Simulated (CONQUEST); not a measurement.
# Rb under changes of volume

One of the cells (96.448 Å³/atom); the others are scaled copies at fixed shape and fractional positions:

```
CELL_PARAMETERS angstrom
5.14757 0.00000 0.00000
0.00000 5.14757 0.00000
0.00000 0.00000 7.27977
ATOMIC_POSITIONS crystal
Rb 0.00000 0.00000 0.00000
Rb 0.50000 0.50000 0.50000
```

This isn't the form of Rb at room conditions, which is bcc.

* Program: CONQUEST 1.3
* Functional: PBE
* Potentials or basis: PseudoDojo NC PBE, DZP, grid of 48 × 48 × 72 points
* k mesh: 5 × 5 × 4
* Occupations: fermi-dirac, width 0.05 eV
* Spin: no spin polarisation

| volume (Å³/atom) | energy over the lowest point (meV/atom) | pressure (GPa) |
| --- | --- | --- |
| 90.661 | ? | ? |
| 92.590 | 0.00 | 0.0 |
| 94.519 | 0.18 | 0.0 |
| 96.448 | 1.11 | -0.1 |
| 98.377 | 2.60 | -0.1 |
| 100.306 | 4.64 | -0.2 |
| 102.235 | 7.16 | -0.2 |

What does the run at 90.661 Å³/atom give?

Energy over the lowest point 0.47 meV/atom; pressure 0.1 GPa.

Worked out: A Birch-Murnaghan fit of order 3 (a polynomial in V^(-2/3)) to the other rows has its minimum at 93.04 Å³/atom with B0 = V·E''(V) = 3.1 GPa and B' = 5.4. It gives 0.60 meV/atom at 90.661 Å³/atom, against the run's 0.47, and -dE/dV = 0.1 GPa, against 0.1.

Energies are extrapolated to zero smearing.

Caveats: the basis of atomic orbitals isn't converged, which shifts pressures, moduli and gaps; the real-space grid breaks the cell's symmetry a little (some runs).
